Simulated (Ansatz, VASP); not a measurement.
## BN in VASP and in Ansatz

INCAR

```
PREC = Accurate
ENCUT = 520
EDIFF = 1E-6
ISMEAR = 0
SIGMA = 0.1
LREAL = F
LASPH = T
NELM = 100
ALGO = Normal
ISIF = 2
LWAVE = F
LCHARG = T
GGA = PE
LELF = T
LVHAR = T
NBANDS = 16
```

File KPOINTS:

```
regular mesh
0
Gamma
  9 9 4
```

Contents of POSCAR:

```
BN
1.0
    2.5539396017      0.0000000000      0.0000000000
   -1.2769698009      2.2117765748      0.0000000000
    0.0000000000      0.0000000000      4.2268550000
B N
2 2
Direct
    0.6666666667      0.3333333333      0.9997240000
    0.3333333333      0.6666666667      0.4997240000
    0.6666666667      0.3333333333      0.6252760000
    0.3333333333      0.6666666667      0.1252760000
```

Input for Ansatz:

```yaml
crystal:
  lattice:
    - [2.5539396017, 0.0, 0.0]
    - [-1.2769698009, 2.2117765748, 0.0]
    - [0.0, 0.0, 4.226855]
  atoms:
    - { symbol: B, position: [0.6666666667, 0.3333333333, 0.999724] }
    - { symbol: B, position: [0.3333333333, 0.6666666667, 0.499724] }
    - { symbol: "N", position: [0.6666666667, 0.3333333333, 0.625276] }
    - { symbol: "N", position: [0.3333333333, 0.6666666667, 0.125276] }
basis:
  ecutwfc: 420
kpoints:
  mp_grid: { grid: [9, 9, 4] }
hamiltonian:
  xc: pbe
scf:
  occupations: { method: gaussian, width: 0.1 }
output:
  forces: true
  stress: true
  eigenvalues: true
```

Alike in both runs: task single point; functional PBE; k mesh 9 × 9 × 4; occupations gaussian, width 0.1 eV; no spin polarisation.

|  | VASP | Ansatz |
| --- | --- | --- |
| version | VASP 6.6.1 | Ansatz 0.2.0 |
| potentials or method | VASP PAW PBE potentials, release 64 (B, N) | scalar-relativistic, plane waves, PAW |
| plane-wave cutoff (eV) | 520 | 420 |
| valence electrons in the cell | 16 | 16 |

```tsv
	VASP	Ansatz	Ansatz less VASP
gap on the k mesh at the Fermi level (eV)	5.20	5.21	+0.017
least direct gap on the mesh (eV)	8.22	8.23	+0.006
pressure (GPa)	0.2	0.0	-0.24
largest component of the traceless stress (GPa)	0.52	0.49	-0.038
rms of the force components (eV/Å)	0.009	0.010	+0.0012
```

Atom by atom the forces differ by 0.001 eV/Å (rms over components). With one functional, cell and mesh, what is left measures potentials, basis and numerics.

Caveats: an odd mesh through Γ misses points on the zone boundary, where band edges often lie.
